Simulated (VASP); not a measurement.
Write the native input for VASP 6.6.1 that does the following.

```yaml
Task: single point
Functional: PBE
Potentials_or_basis: VASP PAW PBE potentials, release 64 (Cd, S)
Cutoff: 520 eV
k_mesh: 12 × 12 × 4
Occupations: fermi-dirac, width 0.02 eV
Spin: no spin polarisation
Dipole_correction: no
Further_INCAR_settings: ALGO = Fast; EDIFF = 1e-06; NBANDS = 26
```

The structure of CdS lies in POSCAR:

```
CdS
1.0
    4.2895392999      0.0000000000      0.0000000000
   -2.1447696499      3.6066504895      0.0000000000
    0.0000000000      0.0000000000      6.7660105241
Cd S
2 2
Direct
    0.3332357612      0.6664715223     -0.0026159542
    0.6667642388      0.3335284777      0.4973840458
    0.3290623413      0.6581246826      0.3776159542
    0.6709376587      0.3418753174      0.8776159542
```

The cell was built by a generator and needn't be a form met in nature.

The cell isn't the ideal one: uniaxial_x strain +3.0%.

These files were run (other wordings do the same):

INCAR

```
SYSTEM = CdS
PREC     = Accurate       ! precision mode
ENCUT    = 520            ! plane-wave cutoff, eV
EDIFF    = 1E-6           ! SCF threshold, eV
ISMEAR   = -1             ! smearing method
SIGMA    = 0.02           ! smearing width, eV
LREAL    = .False.        ! projectors in reciprocal space
LASPH    = .True.         ! aspherical terms in the spheres
NELM     = 100            ! most SCF steps
ALGO     = Fast           ! electronic algorithm
ISIF     = 2              ! what is computed and relaxed
LWAVE    = .False.        ! write WAVECAR
LCHARG   = .True.         ! write CHGCAR
GGA      = PE             ! functional
LELF     = .True.         ! ELF
LVHAR    = .True.       
NBANDS   = 26             ! bands
```

KPOINTS

```
regular mesh
0
Gamma
  12 12 4
  0 0 0
```

Potentials or basis: VASP PAW PBE potentials, release 64 (Cd, S).

Command:

```console
$ cat potpaw_PBE.64/Cd/POTCAR potpaw_PBE.64/S/POTCAR > POTCAR
$ mpirun -np 1 vasp_std > vasp.out
```

Results of the run:

| Quantity | Value |
| --- | --- |
| Pressure | 0.0 GPa |
| Band gap on the k mesh | 1.08 eV, direct |

Run time: 3.4 min on 1 thread of AMD EPYC 9R45 96-Core Processor (Zen 5), on a shared host, peak memory 0.39 GiB.
